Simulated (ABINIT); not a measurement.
A run of ABINIT 10.8.3 (patched build) is set up as follows.

File run.abi:

```
# Pseudopotentials
pp_dirpath "./"
pseudos "Mo.upf, S.upf"

# Structure
acell 3*1.0
rprim
     6.0990240984     0.0000000000     0.0000000000
    -3.0495120492     5.2819098074     0.0000000000
     0.0000000000     0.0000000000    11.9288459328
ntypat 2
znucl 42 16
natom 3
typat 1 2 2
xred
     0.0000000000     0.0000000000     0.5000000000
     0.6666666667     0.3333333333     0.7446806800
     0.3333333333     0.6666666667     0.2553193200

# Plane-wave basis
ecut 40.0

# k points
kptopt 1
ngkpt 7 7 3
nshiftk 1
shiftk 0.0 0.0 0.0

# Exchange and correlation
ixc -116133

# Bands and occupations
nband 17
occopt 3
tsmear 0.05 eV

# SCF cycle
nstep 100
tolvrs 1.0e-10

# Output
iomode 3
prtwf 0
prtden 0
prteig 0
prtebands 0
prtvol 2
```

Potentials or basis: PseudoDojo NC SR PBEsol v0.4 stringent.

Run with:

```sh
$ abinit run.abi > log 2>&1
```

Question: Estimate the band gap on the k mesh.

Answer: None (metal or under the smearing width).

Question: What does it give for the pressure?

Answer: -3.2 GPa.

Question: Predict the largest force.

Answer: 0.007 eV/Å.

Stress tensor (GPa, compression positive):
```
-4.29  0.00  0.00
 0.00 -4.29  0.00
 0.00  0.00 -0.90
```

Caveat: this functional lacks dispersion, which binds the layers, so the pressure and a relaxed spacing across them are unreliable.
